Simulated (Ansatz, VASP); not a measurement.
# Two plane-wave programs on Mg7O

Contents of INCAR:

```
PREC     = Accurate       # precision mode
ENCUT    = 600            # plane-wave cutoff, eV
EDIFF    = 1E-6           # SCF threshold, eV
ISMEAR   = 0              # smearing method
SIGMA    = 0.1            # smearing width, eV
LREAL    = False          # projectors in reciprocal space
LASPH    = True           # aspherical terms in the spheres
NELM     = 80             # most SCF steps
ALGO     = Normal         # electronic algorithm
ISIF     = 3              # what is computed and relaxed
LWAVE    = False          # write WAVECAR
LCHARG   = False          # write CHGCAR
GGA      = PE             # functional
IBRION   = 2              # ionic algorithm
NSW      = 100            # ionic steps
EDIFFG   = -0.01          # ionic threshold
```

File KPOINTS:

```
Automatic mesh
0
Gamma
  8 8 8
```

The input POSCAR:

```
Mg7O
1.0
    0.0000000000      4.3227189690      4.3227189690
    4.3227189690      0.0000000000      4.3227189690
    4.3227189690      4.3227189690      0.0000000000
Mg O
7 1
Direct
    0.0000000000      0.0000000000      0.5000000000
    0.5000000000      0.0000000000      0.5000000000
    0.0000000000      0.5000000000      0.5000000000
    0.5000000000      0.5000000000      0.0000000000
    0.0000000000      0.5000000000      0.0000000000
    0.5000000000      0.0000000000      0.0000000000
    0.5000000000      0.5000000000      0.5000000000
    0.0000000000      0.0000000000      0.0000000000
```

Input for Ansatz:

```yaml
crystal:
  lattice:
    - [0.0, 4.322718969, 4.322718969]
    - [4.322718969, 0.0, 4.322718969]
    - [4.322718969, 4.322718969, 0.0]
  atoms:
    - { symbol: Mg, position: [0.0, 0.0, 0.5] }
    - { symbol: Mg, position: [0.5, 0.0, 0.5] }
    - { symbol: Mg, position: [0.0, 0.5, 0.5] }
    - { symbol: Mg, position: [0.5, 0.5, 0.0] }
    - { symbol: Mg, position: [0.0, 0.5, 0.0] }
    - { symbol: Mg, position: [0.5, 0.0, 0.0] }
    - { symbol: Mg, position: [0.5, 0.5, 0.5] }
    - { symbol: O, position: [0.0, 0.0, 0.0] }
basis:
  ecutwfc: 420
kpoints:
  mp_grid: { grid: [8, 8, 8] }
hamiltonian:
  xc: pbe
scf:
  occupations: { method: gaussian, width: 0.1 }
output:
  forces: true
  stress: true
  eigenvalues: true
  write_density: true
  write_potential: true
  elf: true
  volumetric_format: npy
relax:
  adjacent_minimum: "off"
  f_tol: 0.01
  max_steps: 80
  cell: { stress_tol: 0.05 }
```

Change from the starting cell: species swapped into the Zn7Mo type (Fm-3m, No. 225).

Alike in both runs: task relaxation of cell and atoms; functional PBE; k mesh 8 × 8 × 8; occupations gaussian, width 0.1 eV; no spin polarisation.

|  | VASP | Ansatz |
| --- | --- | --- |
| version | VASP 6.6.1 | Ansatz 0.2.0 |
| potentials or method | VASP PAW PBE potentials, release 64 (Mg, O) | scalar-relativistic, plane waves, PAW |
| plane-wave cutoff (eV) | 600 | 420 |
| valence electrons in the cell | 20 | 76 |

Ansatz gave:

| Quantity | Value |
| --- | --- |
| gap on the k mesh at the Fermi level, each at its own relaxed structure (eV) | none |
| relaxed volume (Å³/atom) | 20.19 |
| relaxed cell length with the largest relative difference (Å) | 6.113 |

Question: Which values does VASP return?

Answer: gap on the k mesh at the Fermi level, each at its own relaxed structure (eV): none; relaxed volume (Å³/atom): 20.13; relaxed cell length with the largest relative difference (Å): 6.107.

A gap of «none» marks a metal or a gap that the smearing closes. The two sets of potentials don't hold the same shells in valence.
